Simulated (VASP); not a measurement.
# TiS2 (P-3m1) in VASP: notebook

One crystal, TiS2, is run at these levels: rev-vdW-DF2; tasks: relaxation of cell and atoms.

All numbers are computed with VASP 6.6.1; they aren't measurements. Logs are shortened: lines on timing, memory, paths and dates and some standing lists are left out, and cuts for length are marked.

**1. Starting point**

The structure is trigonal, space group P-3m1 (No. 164). Conventional cell: a = 3.412 Å, b = 3.412 Å, c = 5.695 Å, α = 90.00°, β = 90.00°, γ = 120.00°. Around Ti (site symmetry -3m) lie 6 S at 2.43 Å. Around S (site symmetry 3m) lie 3 Ti at 2.43 Å.

**2. Relaxation of cell and atoms, rev-vdW-DF2**

The input, INCAR:

```
PREC = Accurate ; ENCUT = 600
EDIFF = 1E-6 ; ISMEAR = 1
SIGMA = 0.1 ; LREAL = False
LASPH = True ; NELM = 80
ALGO = Normal ; ISIF = 3
LWAVE = False ; LCHARG = False
GGA = MK ; LUSE_VDW = True
AGGAC = 0.0 ; PARAM1 = 0.1234
PARAM2 = 0.711357 ; ZAB_VDW = -1.8867
IBRION = 2 ; NSW = 90
EDIFFG = -0.01
```

The input, KPOINTS:

```
Automatic mesh
0
Gamma
  12 12 7
```

The input, POSCAR:

```
TiS2
1.0
    3.4120000000      0.0000000000      0.0000000000
   -1.7060000000      2.9548786777      0.0000000000
    0.0000000000      0.0000000000      5.6950000000
Ti S
1 2
Direct
    0.0000000000      0.0000000000      0.0000000000
    0.3333333333      0.6666666667      0.2500000000
    0.6666666667      0.3333333333      0.7500000000
```

Potentials or basis: VASP PAW PBE potentials, release 64 (Ti_sv, S).

The run is started by

```
$ cat potpaw_PBE.64/Ti_sv/POTCAR potpaw_PBE.64/S/POTCAR > POTCAR
$ mpirun -np 1 vasp_std > vasp.out
```

OUTCAR:

```text
PREC = Accurate
   ENCUT = 600
   EDIFF = 1E-6
   ISMEAR = 1
   LREAL = False
   LASPH = True
   NELM = 80
   ISIF = 3
   GGA = MK
   IBRION = 2
   NSW = 90
   EDIFFG = -0.01

 ion  position               nearest neighbor table
   1  0.000  0.000  0.000-   2 2.43   3 2.43   2 2.43   3 2.43   3 2.43   2 2.43
   2  0.333  0.667  0.250-   1 2.43   1 2.43   1 2.43
   3  0.667  0.333  0.750-   1 2.43   1 2.43   1 2.43

  LATTYP: Found a hexagonal cell.
 ALAT       =     3.4120000000
 C/A-ratio  =     1.6691090270

  Lattice vectors:

 A1 = (   3.4120000000,   0.0000000000,   0.0000000000)
 A2 = (  -1.7060000000,   2.9548786777,   0.0000000000)
 A3 = (   0.0000000000,   0.0000000000,   5.6950000000)

Analysis of symmetry for initial positions (statically):
=====================================================================
 Subroutine PRICEL returns:
 Original cell was already a primitive cell.

 Routine SETGRP: Setting up the symmetry group for a
 hexagonal supercell.

 Subroutine GETGRP returns: Found 12 space group operations
 (whereof 12 operations were pure point group operations)
 out of a pool of 24 trial point group operations.

The static configuration has the point symmetry D_3d.

Analysis of symmetry for dynamics (positions and initial velocities):
=====================================================================
 Subroutine PRICEL returns:
 Original cell was already a primitive cell.

 Routine SETGRP: Setting up the symmetry group for a
 hexagonal supercell.

 Subroutine GETGRP returns: Found 12 space group operations
 (whereof 12 operations were pure point group operations)
 out of a pool of 24 trial point group operations.

The dynamic configuration has the point symmetry D_3d.

 Subroutine INISYM returns: Found 12 space group operations
 (whereof 12 operations are pure point group operations),
 and found     1 'primitive' translations

----------------------------------------------------------------------------------------

                                     Primitive cell

  volume of cell :      57.4173

  direct lattice vectors                    reciprocal lattice vectors
     3.412000000  0.000000000  0.000000000     0.293083236  0.169211685  0.000000000
    -1.706000000  2.954878678  0.000000000     0.000000000  0.338423370  0.000000000
     0.000000000  0.000000000  5.695000000     0.000000000  0.000000000  0.175592625

  length of vectors
     3.412000000  3.412000000  5.695000000     0.338423370  0.338423370  0.175592625

  position of ions in fractional coordinates (direct lattice)
     0.000000000  0.000000000  0.000000000
     0.333333333  0.666666667  0.250000000
     0.666666667  0.333333333  0.750000000

  ion indices of the primitive-cell ions
   primitive index   ion index
                 1           1
                 2           2
                 3           3

----------------------------------------------------------------------------------------

 KPOINTS: Automatic mesh

Automatic generation of k-mesh.
 Grid dimensions read from file:
 generate k-points for:   12   12    7

 Generating k-lattice:

  Cartesian coordinates                     Fractional coordinates (reciprocal lattice)
     0.024423603  0.014100974  0.000000000     0.083333333  0.000000000  0.000000000
     0.000000000  0.028201947  0.000000000     0.000000000  0.083333333  0.000000000
     0.000000000  0.000000000  0.025084661     0.000000000  0.000000000  0.142857143

  Length of vectors
     0.028201947  0.028201947  0.025084661

  Shift w.r.t. Gamma in fractional coordinates (k-lattice)
     0.000000000  0.000000000  0.000000000

 Subroutine IBZKPT returns following result:
 ===========================================

 Found    112 irreducible k-points:

 Following reciprocal coordinates:
            Coordinates               Weight
  0.000000  0.000000  0.000000      1.000000
  0.083333 -0.000000  0.000000      6.000000
  0.166667 -0.000000  0.000000      6.000000
  0.250000  0.000000  0.000000      6.000000
  0.333333 -0.000000  0.000000      6.000000
  0.416667  0.000000  0.000000      6.000000
[... 16 lines left out ...]
  0.166667 -0.000000  0.142857      6.000000
  0.000000  0.166667  0.142857      6.000000
 [... further k-points ...]
   k-points           NKPTS =    112   k-points in BZ     NKDIM =    112   number of bands    NBANDS=     16
   number of dos      NEDOS =    301   number of ions     NIONS =      3
   total plane-waves  NPLWV =  37632
   dimension x,y,z NGX =    28 NGY =   28 NGZ =   48
   dimension x,y,z NGXF=    56 NGYF=   56 NGZF=   96
   ions per type =               1   2
   NGX,Y,Z   is equivalent  to a cutoff of  13.64, 13.64, 14.01 a.u.
   NGXF,Y,Z  is equivalent  to a cutoff of  27.29, 27.29, 28.02 a.u.
 SYSTEM =  unknown system
   PREC   = accura    normal or accurate (medium, high low for compatibility)
   ISTART =      0    job   : 0-new  1-cont  2-samecut
   ICHARG =      2    charge: 1-file 2-atom 10-const
   ISPIN  =      1    spin polarized calculation?
   LNONCOLLINEAR =      F non collinear calculations
   LSORBIT =      F    spin-orbit coupling
   LASPH  =      T    aspherical Exc in radial PAW
   ENCUT  =  600.0 eV  44.10 Ry    6.64 a.u.   6.81  6.81 11.37*2*pi/ulx,y,z
   NELM   =     80;   NELMIN=  2; NELMDL= -5     # of ELM steps
   EDIFF  = 0.1E-05   stopping-criterion for ELM
   LREAL  =      F    real-space projection
   EDIFFG = -.1E-01   stopping-criterion for IOM
   NSW    =     90    number of steps for IOM
   IBRION =      2    ionic relax: 0-MD 1-quasi-New 2-CG
   NFREE  =      1    steps in history (QN), initial steepest desc. (CG)
   ISIF   =      3    stress and relaxation
   ISYM   =      2    0-nonsym 1-usesym 2-fastsym
   POTIM  = 0.5000    time-step for ionic-motion
   TEBEG  =    0.0;   TEEND  =   0.0 temperature during run
   PSTRESS=    0.0 pullay stress
   NELECT =      24.0000    total number of electrons
   NUPDOWN=      -1.0000    fix difference up-down
   EMIN   =  10.00;   EMAX   =-10.00  energy-range for DOS
   EFERMI =   0.00;   METHOD = LEGACY
   ISMEAR =     1;   SIGMA  =   0.10  broadening in eV -4-tet -1-fermi 0-gaus
   EFERMI_NEDOS =   21; number of points for ismear=-14 and -15
   IALGO  =     38    algorithm
   IMIX   =      4    mixing-type and parameters
     AMIX     =   0.40;   BMIX     =  1.00
     AMIX_MAG =   1.60;   BMIX_MAG =  1.00
  volume/ion in A,a.u.               =      19.14       129.16
  Fermi-wavevector in a.u.,A,eV,Ry     =   1.224046  2.313112 20.385458  1.498289
  Thomas-Fermi vector in A             =   2.359135
   LORBIT       =      0    0 simple, 1 ext, 2 COOP (PROOUT), +10 PAW based schemes
   GGA     = MK    functional components
   LHFCALC =     F    Hartree Fock is set to
   AEXX    =    0.0000 exact exchange contribution
   IVDW_NL    =     1    kernel type
   BPARAM     = 6.3000
   IVDW    =     0    specifies the selected vdW correction
   LEPSILON=     F    determine dielectric tensor
   LRPA    =     F    only Hartree local field effects (RPA)
 conjugate gradient relaxation of ions
 non-spin polarized calculation
 Methfessel and Paxton  Order N= 1 SIGMA  =   0.10
  energy-cutoff  :      600.00
  volume of cell :       57.42
 maximum number of plane-waves:      1943
   NGX = 13   NGY = 13   NGZ = 23

--------------------------------------- Ionic step        1  -------------------------------------------

 number of electron      23.9999999 magnetization

 Free energy of the ion-electron system (eV)
  ---------------------------------------------------
  ext. energy  EPLUGINS =         0.00000000
  ---------------------------------------------------
  free energy    TOTEN  =       -15.00334313 eV

  energy without entropy =      -15.00323712  energy(sigma->0) =      -15.00330780

------------------------ aborting loop because EDIFF is reached ----------------------------------------

  FORCE on cell =-STRESS in cart. coord.  units (eV):
  Direction    XX          YY          ZZ          XY          YZ          ZX
  --------------------------------------------------------------------------------------
  -------------------------------------------------------------------------------------
  Total       -0.5527900     -0.5527900     -0.3175543     -0.0000000      0.0000000      0.0000000
  in kB      -15.4251124    -15.4251124     -8.8610699     -0.0000000      0.0000000      0.0000000
  external PRESSURE =     -13.2370982 kB  Pullay stress =       0.0000000 kB
[... 96 lines left out ...]
  FREE ENERGIE OF THE ION-ELECTRON SYSTEM (eV)
  ---------------------------------------------------
  free  energy   TOTEN  =       -15.0067205689 eV

  energy  without entropy=      -15.0066263980  energy(sigma->0) =      -15.00668918

Total vdW correction in eV:      3.4280993

[... ionic steps 4 to 13 ...]

--------------------------------------- Ionic step       14  -------------------------------------------

 number of electron      23.9999996 magnetization

------------------------ aborting loop because EDIFF is reached ----------------------------------------

  FORCE on cell =-STRESS in cart. coord.  units (eV):
  Direction    XX          YY          ZZ          XY          YZ          ZX
  --------------------------------------------------------------------------------------
  -------------------------------------------------------------------------------------
  Total        0.0512772      0.0512772      0.0359778      0.0000000      0.0000000      0.0000000
  in kB        1.4598464      1.4598464      1.0242753      0.0000000      0.0000000      0.0000000
  external PRESSURE =       1.3146560 kB  Pullay stress =       0.0000000 kB
[... 63 lines left out ...]
Total vdW correction in eV:      3.4134004

--------------------------------------- Ionic step       16  -------------------------------------------

 number of electron      23.9999996 magnetization

 Free energy of the ion-electron system (eV)
  ---------------------------------------------------
  ext. energy  EPLUGINS =         0.00000000
  ---------------------------------------------------
  free energy    TOTEN  =       -15.00769739 eV

  energy without entropy =      -15.00764771  energy(sigma->0) =      -15.00768083

 E-fermi :   5.5818     XC(G=0): -10.3053

 val. band max:        5.5779249719   @ k =   0.0833  -0.0000   0.0000
 cond. band min:       5.5835176834   @ k =   0.0000   0.0000   0.0000
 fundamental gap:      0.0055927116
 Fermi energy:         5.5817870641

 k-point     1 :       0.0000    0.0000    0.0000
  band No.  band energies     occupation
      1     -51.8412      2.00000
      2     -28.1891      2.00000
      3     -28.1443      2.00000
      4     -28.1443      2.00000
      5      -8.2247      2.00000
      6      -6.5001      2.00000
[... 8 lines left out ...]
     15       6.4516     -0.00000
     16       9.0460      0.00000
[... 420 lines left out ...]
  band No.  band energies     occupation
      1     -51.8379      2.00000
      2     -28.1825      2.00000
      3     -28.1792      2.00000
      4     -28.1523      2.00000
      5      -7.8525      2.00000
      6      -6.5088      2.00000
[... 8 lines left out ...]
     15       7.1535     -0.00000
     16       8.7238      0.00000

 [... further k-points ...]

------------------------ aborting loop because EDIFF is reached ----------------------------------------

  FORCE on cell =-STRESS in cart. coord.  units (eV):
  Direction    XX          YY          ZZ          XY          YZ          ZX
  --------------------------------------------------------------------------------------
  -------------------------------------------------------------------------------------
  Total        0.0262505      0.0262505      0.0191178     -0.0000000     -0.0000000      0.0000000
  in kB        0.7485268      0.7485268      0.5451388     -0.0000000     -0.0000000      0.0000000
  external PRESSURE =       0.6807308 kB  Pullay stress =       0.0000000 kB
[... 18 lines left out ...]
  FREE ENERGIE OF THE ION-ELECTRON SYSTEM (eV)
  ---------------------------------------------------
  free  energy   TOTEN  =       -15.0076973934 eV

  energy  without entropy=      -15.0076477077  energy(sigma->0) =      -15.00768083

Total vdW correction in eV:      3.4116139

 reached required accuracy - stopping structural energy minimisation
```

Wall time 13 min (1 thread of Intel Xeon 6975P-C (Granite Rapids), shared host); peak memory 0.5 GiB.

What came out:

```
Free energy                            : -15.0077 eV
Relaxed volume                         : 18.73 Å³/atom
Relaxed cell                           : a = 3.385 Å, b = 3.385 Å, c = 5.662 Å, α = 90.00°, β = 90.00°, γ = 120.00°
Space group after relaxing (to 0.05 Å) : P-3m1 (No. 164)
Energy gained by relaxing              : 1.5 meV/atom
Ionic steps                            : 16
Pressure after relaxing                : 0.1 GPa
Largest force after relaxing           : 0.006 eV/Å
Band gap on the k mesh                 : none (metal or under the smearing width)
```

Forces in eV/Å, atoms in the order of the input:
```
Ti   0.000  0.000  0.000
S    0.000  0.000  0.006
S    0.000  0.000 -0.006
```

Step by step:
```tsv
step	energy change (eV)	largest force (eV/Å)	pressure (GPa)	volume (Å³)
1	0.0000	0.0793	-1.32	57.42
2	-0.0009	0.2099	1.19	56.11
3	-0.0034	0.0762	0.03	56.70
4	-0.0034	0.0714	-0.02	56.72
5	-0.0040	0.0372	-0.06	56.63
6	-0.0042	0.0058	-0.07	56.54
7	-0.0042	0.0083	-0.06	56.54
8	-0.0042	0.0104	-0.04	56.55
9	-0.0042	0.0133	-0.04	56.51
10	-0.0043	0.0218	0.08	56.38
11	-0.0042	0.0384	0.29	56.12
12	-0.0043	0.0270	0.17	56.30
13	-0.0043	0.0267	0.15	56.29
14	-0.0043	0.0235	0.13	56.28
15	-0.0043	0.0180	0.10	56.25
16	-0.0044	0.0062	0.07	56.19
```

Final structure:
```
CELL_PARAMETERS angstrom
3.38519 0.00000 0.00000
-1.69260 2.93166 0.00000
0.00000 0.00000 5.66164
ATOMIC_POSITIONS crystal
Ti 0.00000 0.00000 0.00000
S 0.33333 0.66667 0.25197
S 0.66667 0.33333 0.74803
```

Caveat: the PAW data sets were made with another functional, which shifts forces and pressure a little.

**3. Relaxation of cell and atoms, rev-vdW-DF2**

This run uses another cell than the first one, of 18.73 Å³/atom, 0.979 times its volume.

Edit INCAR of step 2 so:

```diff
@@ -1,3 +1,3 @@
 PREC = Accurate ; ENCUT = 600
-EDIFF = 1E-6 ; ISMEAR = 1
+EDIFF = 1E-7 ; ISMEAR = 1
 SIGMA = 0.1 ; LREAL = False
@@ -10,2 +10,2 @@
 IBRION = 2 ; NSW = 90
-EDIFFG = -0.01
+EDIFFG = -0.005
```

KPOINTS is that of step 2.

The input, POSCAR:

```
TiS2                                    
1.0
    3.3851949667     -0.0000000000      0.0000000000
   -1.6925974834      2.9316648379     -0.0000000000
    0.0000000000     -0.0000000000      5.6616431166
  Ti              S             
     1     2
Direct
     0.0000000000000000    0.0000000000000000    1.0000000000000000
     0.3333333332999970    0.6666666667000030    0.2519721659839160
     0.6666666667000030    0.3333333332999970    0.7480278340160843
```

Potentials or basis: VASP PAW PBE potentials, release 64 (Ti_sv, S).

The run is started by

```
$ cat potpaw_PBE.64/Ti_sv/POTCAR potpaw_PBE.64/S/POTCAR > POTCAR
$ mpirun -np 1 vasp_std > vasp.out
```

It took 3.6 min on 1 thread of Intel Xeon 6975P-C (Granite Rapids), shared host; peak memory 0.49 GiB.

The run converged. Its results:

* Free energy: -15.0075 eV
* Relaxed volume: 18.74 Å³/atom
* Relaxed cell: a = 3.386 Å, b = 3.386 Å, c = 5.663 Å, α = 90.00°, β = 90.00°, γ = 120.00°
* Space group after relaxing (to 0.05 Å): P-3m1 (No. 164)
* Energy gained by relaxing: 0.0 meV/atom
* Ionic steps: 3
* Pressure after relaxing: 0.0 GPa
* Band gap on the k mesh: none (metal or under the smearing width)

Final structure:
```cif
data_structure
_symmetry_space_group_name_H-M 'P 1'
_symmetry_Int_Tables_number 1
_cell_length_a 3.3859
_cell_length_b 3.3859
_cell_length_c 5.6625
_cell_angle_alpha 90.000
_cell_angle_beta 90.000
_cell_angle_gamma 120.000
_cell_volume 56.22
loop_
_atom_site_label
_atom_site_type_symbol
_atom_site_fract_x
_atom_site_fract_y
_atom_site_fract_z
_atom_site_occupancy
Ti1 Ti 0.00000 0.00000 0.00000 1
S1 S 0.33333 0.66667 0.25200 1
S2 S 0.66667 0.33333 0.74800 1
```

Levels at points of the mesh, in eV from the Fermi level:
| k point | band 10 | band 11 | band 12 | band 13 | band 14 | band 15 |
| --- | --- | --- | --- | --- | --- | --- |
| (0.00, 0.00, 0.00) | 0.00 | 0.13 | 0.13 | 0.49 | 0.49 | 0.87 |
| (0.50, 0.00, 0.00) | -2.71 | -2.63 | -1.56 | 0.19 | 1.55 | 1.98 |

Caveat: the PAW data sets were made with another functional, which shifts forces and pressure a little.
